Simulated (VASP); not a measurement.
# ZnS: optical spectrum of independent particles, by functional

ZnS, R3m (no. 160), 6 atoms in the cell.

| Functional | ε at zero frequency, electronic | Mean energy of the absorption, weighted by Im ε (eV) | Refractive index at 1064 nm | Direct gap on the mesh (eV) | Time (s) |
|---|---|---|---|---|---|
| PBE | 6.36 | 6.86 | 2.58 | 2.19 | 70 |
| LDA | 6.77 | 6.66 | 2.67 | 1.96 | 72 |
| PBEsol | 6.61 | 6.74 | 2.63 | 2.06 | 76 |
| r2SCAN | 5.64 | 7.35 | 2.41 | 2.76 | 592 |
| TB-mBJ | 4.52 | 8.10 | 2.15 | 3.86 | 498 |
| SCAN | 5.68 | 7.32 | 2.42 | 2.70 | 828 |

Limits: rows 1, 2, 3, 4, 6: the 6×6×6 mesh is coarse for a spectrum: peaks stand apart that a denser mesh merges, and ε at zero frequency can be far too high; the pull between electron and hole is left out; rows 1, 2, 3, 4, 6: the onset follows the functional's gap, which semilocal functionals usually make too small; row 5: the 6×6×6 mesh is coarse for a spectrum: peaks stand apart that a denser mesh merges.

## Input of the first row

INCAR:
```
SYSTEM = ZnS
ALGO     = Normal         ! electronic algorithm
CSHIFT   = 0.1          
EDIFF    = 1E-7           ! SCF threshold, eV
ENCUT    = 320            ! plane-wave cutoff, eV
GGA      = PE             ! functional
ISMEAR   = 0              ! smearing method
KPAR     = 4            
LASPH    = .TRUE.         ! aspherical terms in the spheres
LCHARG   = .FALSE.        ! write CHGCAR
LOPTICS  = .TRUE.         ! frequency-dependent dielectric function
LWAVE    = .TRUE.         ! write WAVECAR
NBANDS   = 59             ! bands
NEDOS    = 2000           ! points of the DOS
PREC     = Accurate       ! precision mode
SIGMA    = 0.02           ! smearing width, eV
```

KPOINTS:
```
k-points
0
Gamma
  6 6 6
```

POSCAR:
```
ZnS
1.0
    1.9030712007      1.0987386700      9.3519478348
   -1.9030712007      1.0987386700      9.3519478348
    0.0000000000     -2.1974773400      9.3519478348
Zn S
3 3
Direct
    0.4446134400      0.4446134400      0.4446134400
    0.2222694100      0.2222694100      0.2222694100
    0.9999711400      0.9999711400      0.9999711400
    0.3053625400      0.3053625400      0.3053625400
    0.5278423000      0.5278423000      0.5278423000
    0.0832671700      0.0832671700      0.0832671700
```

Commands:
```
cat potpaw_PBE.64/Zn/POTCAR potpaw_PBE.64/S/POTCAR > POTCAR
mpirun -np 4 vasp_std > vasp.out
```

Changes of the last row against the first:
```
- GGA = PE
+ METAGGA = SCAN
+ LMIXTAU = True
```

VASP 6.6.1 took 70 s on 4 cores (AMD EPYC 9R45 (Zen 5)), a shared host.
